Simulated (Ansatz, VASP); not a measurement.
# HgTe: VASP beside Ansatz

Contents of INCAR:

```
SYSTEM = HgTe
ALGO     = Normal         ! electronic algorithm
EDIFF    = 1E-8           ! SCF threshold, eV
ENCUT    = 520            ! plane-wave cutoff, eV
GGA      = PE             ! functional
ISIF     = 2              ! what is computed and relaxed
ISMEAR   = -1             ! smearing method
LASPH    = .TRUE.         ! aspherical terms in the spheres
LCHARG   = .FALSE.        ! write CHGCAR
LEFG     = .TRUE.       
LREAL    = .FALSE.        ! projectors in reciprocal space
LWAVE    = .FALSE.        ! write WAVECAR
NBANDS   = 16             ! bands
NELM     = 60             ! most SCF steps
PREC     = Accurate       ! precision mode
SIGMA    = 0.08           ! smearing width, eV
```

The input KPOINTS:

```
k-points
0
G
  12 12 12
  0 0 0
```

POSCAR

```
HgTe
1.0
    0.0000000000      2.9599451983      2.9599451983
    2.9599451983      0.0000000000      2.9599451983
    2.9599451983      2.9599451983      0.0000000000
Hg Te
1 1
Direct
    0.0000000000      0.0000000000      0.0000000000
    0.5000000000      0.5000000000      0.5000000000
```

Input for Ansatz:

```yaml
crystal:
  lattice:
    - [0.0, 2.9599451983, 2.9599451983]
    - [2.9599451983, 0.0, 2.9599451983]
    - [2.9599451983, 2.9599451983, 0.0]
  atoms:
    - { symbol: Hg, position: [0.0, 0.0, 0.0] }
    - { symbol: Te, position: [0.5, 0.5, 0.5] }
kpoints:
  mp_grid: { grid: [12, 12, 12] }
scf:
  occupations: { method: fermi_dirac, width: 0.08 }
hamiltonian:
  xc: pbe
  pseudopotentials: { kind: paw }
output:
  forces: true
  stress: true
  eigenvalues: true
  efg: { contact_densities: true }
```

Change from the starting cell: volume scaled by 1.04, PAW files.

Alike in both runs: task electric field gradients; functional PBE; k mesh 12 × 12 × 12; occupations fermi-dirac, width 0.08 eV; no spin polarisation.

|  | VASP | Ansatz |
| --- | --- | --- |
| version | VASP 6.6.1 | Ansatz 0.2.0 |
| potentials or method | VASP PAW PBE potentials, release 64 (Hg, Te) | PAW with Ansatz's default frozen-core files, scalar-relativistic |
| plane-wave cutoff (eV) | 520 | 420 |
| valence electrons in the cell | 18 | 36 |

Ansatz gave:

| Property | Result |
| --- | --- |
| pressure (GPa) | 7.0 |
| Vzz of the field gradient on the site that differs most (V/Å²) | 0.0 |

Q: What did VASP give for the same quantities?

A: Pressure (GPa): 7.2; Vzz of the field gradient on the site that differs most (V/Å²): 0.0.

The two sets of potentials don't hold the same shells in valence. Ansatz warned: «gradients_without_spin_orbit».

The runs have no spin-orbit coupling, so splittings on Hg, Te are missing.
